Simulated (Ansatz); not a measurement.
SnSe:

```
Sn Se
1.0
     0.00000    3.01000    3.01000
     3.01000    0.00000    3.01000
     3.01000    3.01000    0.00000
Sn Se
1 1
Direct
  0.00000 0.00000 0.00000
  0.50000 0.50000 0.50000
```

Measurements of this composition are mostly on another form, of space group No. 62.

Base run:

```yaml
Program: Ansatz 0.2.0
Functional: LDA
Potentials_or_basis: Ansatz PAW
Cutoff: "420 eV (not typed: the program's choice for these potentials)"
k_mesh: 8 × 8 × 8
Occupations: fermi-dirac, width 0.05 eV
Spin: no spin polarisation
```

Its results: pressure -3.4 GPa.

Question: The run is repeated on the same cell with these changes: functional from LDA to r2SCAN; cutoff from 420 eV (not typed: the program's choice for these potentials) to 500 eV (not typed: the program's choice for these potentials). What comes out?

Answer: Pressure -0.1 GPa.

Caveats: the PAW data sets come from PBE, with cores solved anew for the run's functional, which leaves a small shift of forces and pressure.
